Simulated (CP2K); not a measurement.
NbAs:

```xyz
4
Lattice="3.4517 0.0000 0.0000 0.0000 3.4517 0.0000 -1.7259 -1.7259 5.8400" Properties=species:S:1:pos:R:3 pbc="T T T"
Nb    0.0000    1.7259    0.0000
Nb    0.0000    0.0000    2.9200
As    1.7258    0.0000    0.9811
As    1.7258    1.7258    3.9011
```

Base run:

- Program: CP2K 2026.2
- Functional: TASK
- Potentials or basis: POTENTIAL_UZH Nb GTH-PBE-q13, As GTH-PBE-q5; TZVP-MOLOPT-PBE-GTH basis
- Density cutoff: 9184 eV
- k mesh: 8 × 8 × 8
- Occupations: fermi-dirac, width 0.05 eV
- Spin: no spin polarisation

Its results: band gap on the k mesh none (metal or under the smearing width); pressure 7.2 GPa; largest force 0.269 eV/Å.

Task: The run is repeated on the same cell with these changes: functional from TASK to vdW-DF-cx. What comes out?

Result: Band gap on the k mesh none (metal or under the smearing width); pressure 3.0 GPa; largest force 0.316 eV/Å.

Caveats: the potentials were made for another functional, which shifts forces and pressure; the basis of atomic orbitals isn't converged, which shifts pressures, moduli and gaps.

Not every run made on this cell is shown here.
